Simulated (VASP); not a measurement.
Os, 1 atom in the cell. The structure is cubic, space group Fm-3m (No. 225). Conventional cell: a = 3.856 Å, b = 3.856 Å, c = 3.856 Å, α = 90.00°, β = 90.00°, γ = 90.00°. Os (site symmetry m-3m) has 12 Os at 2.73 Å as nearest neighbours. The cell was built by a generator and needn't be a form met in nature.

- Program: VASP 6.6.1
- Task: single point
- Functional: PBE
- Potentials or basis: VASP PAW PBE potentials, release 64 (Os)
- Cutoff: 520 eV
- k mesh: 18 × 18 × 18
- Occupations: gaussian, width 0.05 eV
- Spin: no spin polarisation
- Dipole correction: no
- Further INCAR settings: ALGO = Fast; EDIFF = 1e-06; NBANDS = 10

Potentials or basis: VASP PAW PBE potentials, release 64 (Os).

The run is started by

```sh
$ cat potpaw_PBE.64/Os/POTCAR > POTCAR
$ mpirun -np 1 vasp_std > vasp.out
```

Hardware: 1 thread of AMD EPYC 7R43 64-Core Processor (Zen 3), on a shared host.

Problem. Estimate the wall time of this run.

Solution. It took 32 s on 1 thread of AMD EPYC 7R43 64-Core Processor (Zen 3), with other jobs on the host, peak memory 0.11 GiB. Counts: scf iterations 12, k points 195.
